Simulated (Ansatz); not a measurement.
A run of Ansatz 0.2.0:

input.yaml

```yaml
crystal:
  lattice:
    - [0.0, 2.32, 2.32]
    - [2.32, 0.0, 2.32]
    - [2.32, 2.32, 0.0]
  atoms:
    - { symbol: Na, position: [0.0, 0.0, 0.0] }
    - { symbol: F, position: [0.5, 0.5, 0.5] }
kpoints:
  mp_grid: { grid: [10, 10, 10] }
  band_path:
    path:
      - [0.0, 0.0, 0.0]
      - [0.5, 0.0, 0.5]
      - [0.5, 0.25, 0.75]
      - [0.375, 0.375, 0.75]
      - [0.0, 0.0, 0.0]
      - [0.5, 0.5, 0.5]
      - [0.625, 0.25, 0.625]
      - [0.5, 0.25, 0.75]
    npoints: 12
scf:
  occupations: { method: fermi_dirac, width: 0.05 }
hamiltonian:
  xc: pbesol
  pseudopotentials: { kind: all_electron, datasets: crystal }
output:
  forces: true
  stress: true
  eigenvalues: true
  elf: true
  volumetric_format: npy
```

Potentials or basis: all-electron PAW datasets made for the crystal.

Launch:

```bash
$ ansatz run input.yaml --threads 1 --pin off --max-ram 3072MiB --backend cpu --events-out ev --progress --plain --runs-dir out
```

Hardware: 1 thread of Arm Neoverse V1 (shared host).

Task: How long does it take, and how much memory?

Result: Run time: 10 s on 1 thread of Arm Neoverse V1 (shared host), peak memory 0.37 GiB. Counts: scf iterations 10, plane waves 283, k points 47, bands 12.
